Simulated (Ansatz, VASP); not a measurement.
**Two plane-wave programs on GaN**

INCAR

```
SYSTEM = GaN
  PREC = Accurate
  ENCUT = 520
  EDIFF = 1E-6
  ISMEAR = 0
  SIGMA = 0.01
  LREAL = .False.
  LASPH = .True.
  NELM = 60
  ALGO = Normal
  ISIF = 2
  LWAVE = .False.
  LCHARG = .True.
  GGA = PE
  LELF = .True.
  LVHAR = .True.
  NBANDS = 16
```

The input KPOINTS:

```
regular mesh
0
Gamma
  8 8 8
  0 0 0
```

The input POSCAR:

```
GaN
1.0
    0.0000000000      2.1085153689      2.1085153689
    2.1085153689      0.0000000000      2.1085153689
    2.1085153689      2.1085153689      0.0000000000
Ga N
1 1
Direct
    0.5000000000      0.5000000000      0.5000000000
    0.0000000000      0.0000000000      0.0000000000
```

Input for Ansatz:

```yaml
crystal:
  lattice:
    - [0.0, 2.1085153689, 2.1085153689]
    - [2.1085153689, 0.0, 2.1085153689]
    - [2.1085153689, 2.1085153689, 0.0]
  atoms:
    - { symbol: Ga, position: [0.5, 0.5, 0.5] }
    - { symbol: "N", position: [0.0, 0.0, 0.0] }
kpoints:
  mp_grid: { grid: [8, 8, 8] }
hamiltonian:
  xc: pbe
scf:
  occupations: { method: fixed }
  n_extra_bands: 4
output:
  forces: true
  stress: true
  eigenvalues: true
accuracy: low
```

Alike in both runs: task single point; functional PBE; k mesh 8 × 8 × 8; no spin polarisation.

|  | VASP | Ansatz |
| --- | --- | --- |
| version | VASP 6.6.1 | Ansatz 0.2.0 |
| potentials or method | VASP PAW PBE potentials, release 64 (Ga_d, N) | plane waves |
| plane-wave cutoff (eV) | 520 | 420 |
| occupations | gaussian, width 0.01 eV | fixed |
| valence electrons in the cell | 18 | 18 |

VASP gave:

```
gap on the k mesh at the Fermi level (eV) : 0.65
pressure (GPa)                            : 9.1
```

Estimate Ansatz's values.

gap on the k mesh at the Fermi level (eV): 0.66; pressure (GPa): 8.2.

A k mesh can miss the band edges. Expect the measured gap to be larger: semilocal functionals such as PBE lack the derivative discontinuity.
